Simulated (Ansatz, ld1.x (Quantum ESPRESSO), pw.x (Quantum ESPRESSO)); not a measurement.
**Which N potential is closest to all-electron in the bcc crystal?**

All use PBE, scalar-relativistic, no spin, cutoffs from each file’s atomic test, pw.x 7.5; 18³ k-points, Fermi–Dirac smearing 0.01 Ry. Δ is the rms difference from all-electron LAPW of the E(V) curves that follow from fits to the pressures, over ±6 % in volume. Mesh and smearing are coarse and serve the comparison alone. The files are a selection: those with a ghost or negative overlap were mostly not run, and those with noisy or unconverged pressures or nearly equal Δ are left out. Spin polarisation is left out.

All-electron: a0 = 2.438 Å (V0 = 7.24 Å³/atom), B0 = 184.8 GPa.

(1) Rank them by Δ, smallest first.
A. norm-conserving RRKJ (Kleinman–Bylander form), ld1.x (Quantum ESPRESSO) 7.5, PBE; core [He], reference 2s2 2p3; waves: 2s (bound): rc 0.95 bohr; 2p (bound): rc 1.50 bohr; local part: all-electron potential smoothed inside 1.20 bohr (lloc = -1); core correction: none.
B. norm-conserving Troullier–Martins (Kleinman–Bylander form), ld1.x (Quantum ESPRESSO) 7.5, PBE; core [He], reference 2s1 2p4; waves: 2s (bound): rc 0.85 bohr; 2p (bound): rc 1.60 bohr; local part: all-electron potential smoothed inside 1.55 bohr (lloc = -1); core correction: none.
C. norm-conserving Troullier–Martins (Kleinman–Bylander form), ld1.x (Quantum ESPRESSO) 7.5, PBE; core [He], reference 2s2 2p3; waves: 2p (bound): rc 1.80 bohr; 3d channel at 0.35 Ry: rc 1.75 bohr; 2s (bound): rc 1.15 bohr; local part: the s channel; core correction: none.

Results:

(1) C (1.3 meV/atom), A (2.1 meV/atom), B (5.9 meV/atom).
